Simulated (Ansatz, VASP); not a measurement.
Two plane-wave programs on CaO5

Contents of INCAR:

```
PREC = Accurate ; ENCUT = 600
EDIFF = 1E-7 ; ISMEAR = 0
SIGMA = 0.1 ; LREAL = F
LASPH = T ; NELM = 100
ALGO = Normal ; ISIF = 3
LWAVE = F ; LCHARG = F
GGA = PE ; IBRION = 2
NSW = 90 ; EDIFFG = -0.04
```

Contents of KPOINTS:

```
Automatic mesh
0
Gamma
  6 6 4
```

Contents of POSCAR:

```
CaO5
1.0
    4.7234248600      0.0000000000      0.0000000000
   -2.3617124300      4.0906059200      0.0000000000
    0.0000000000      0.0000000000      3.9394219400
Ca O
1 5
Direct
    0.0000000000      0.0000000000      0.0000000000
    0.3333333300      0.6666666700      0.0000000000
    0.6666666700      0.3333333300      0.0000000000
    0.5000000000      0.0000000000      0.5000000000
    0.5000000000      0.5000000000      0.5000000000
    0.0000000000      0.5000000000      0.5000000000
```

Input for Ansatz:

```yaml
crystal:
  lattice:
    - [4.72342486, 0.0, 0.0]
    - [-2.36171243, 4.09060592, 0.0]
    - [0.0, 0.0, 3.93942194]
  atoms:
    - { symbol: Ca, position: [0.0, 0.0, 0.0] }
    - { symbol: O, position: [0.33333333, 0.66666667, 0.0] }
    - { symbol: O, position: [0.66666667, 0.33333333, 0.0] }
    - { symbol: O, position: [0.5, 0.0, 0.5] }
    - { symbol: O, position: [0.5, 0.5, 0.5] }
    - { symbol: O, position: [0.0, 0.5, 0.5] }
basis:
  ecutwfc: 420
kpoints:
  mp_grid: { grid: [6, 6, 4] }
hamiltonian:
  xc: pbe
scf:
  occupations: { method: gaussian, width: 0.1 }
  lower_state_search: "off"
output:
  forces: true
  stress: true
  eigenvalues: true
relax:
  adjacent_minimum: "off"
  f_tol: 0.04
  max_steps: 70
  cell: { stress_tol: 0.4 }
```

Change from the starting cell: species swapped into the CaPd5 type (P6/mmm, No. 191).

Alike in both runs: task relaxation of cell and atoms; functional PBE; k mesh 6 × 6 × 4; occupations gaussian, width 0.1 eV; no spin polarisation.

```csv
,VASP,Ansatz
version,VASP 6.6.1,Ansatz 0.2.0
potentials or method,"VASP PAW PBE potentials, release 64 (Ca_sv, O)","scalar-relativistic, plane waves, PAW"
plane-wave cutoff (eV),600,420
valence electrons in the cell,40,40
```

Ansatz gave:

| Item | Value |
| --- | --- |
| gap on the k mesh at the Fermi level, each at its own relaxed structure (eV) | none |
| relaxed volume (Å³/atom) | 9.92 |
| relaxed cell length with the largest relative difference (Å) | 3.148 |
| energy change over the relaxation (meV/atom) | -234 |

Question: Which values does VASP return?

Answer: gap on the k mesh at the Fermi level, each at its own relaxed structure (eV): none; relaxed volume (Å³/atom): 9.89; relaxed cell length with the largest relative difference (Å): 3.139; energy change over the relaxation (meV/atom): -238.

A gap of «none» marks a metal or a gap that the smearing closes.

Caveats: the k mesh is coarse (spacing up to 0.40 Å⁻¹), so the values aren't converged; the volume moved by over 15 % at a fixed basis, so the end points are rough.
